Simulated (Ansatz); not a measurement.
# TiAl in Ansatz: the effect of target pressure

TiAl:

```
Ti Al
1.0
     3.17906    0.00000    0.00000
     0.00000    3.17906    0.00000
     0.00000    0.00000    3.17906
Ti Al
1 1
Direct
  0.00000 0.00000 0.00000
  0.50000 0.50000 0.50000
```

The cell comes from a database or a generator and needn't be the stable form of this composition.

Alike in all runs:

| Property | Result |
| --- | --- |
| Program | Ansatz 0.2.0 |
| Task | relaxation of cell and atoms |
| Functional | PBEsol |
| Potentials or basis | Ansatz PAW |
| Cutoff | 420 eV (not typed: the program's choice for these potentials) |
| k mesh | 8 × 8 × 8 |
| Occupations | fermi-dirac, width 0.05 eV |
| Spin | no spin polarisation |

Each run relaxes the cell or the atoms first.

Problem. One run gave: relaxed volume 15.48 Å³/atom. Which target pressure did it use?
A. 30 GPa
B. 2 GPa
C. 0 GPa
D. 20 GPa
E. 5 GPa

Solution. B.

```csv
target pressure,relaxed volume (Å³/atom)
0 GPa,15.74
2 GPa,15.48
5 GPa,15.13
10 GPa,14.62
20 GPa,13.80
30 GPa,13.16
```

Caveats: the plane-wave basis is chosen anew once the cell has moved, so the energies of steps on either side of that aren't comparable; the PAW data sets come from PBE, with cores solved anew for the run's functional, which leaves a small shift of forces and pressure; the volume moved by over 15 % at a fixed basis, so the end points are rough (some runs).
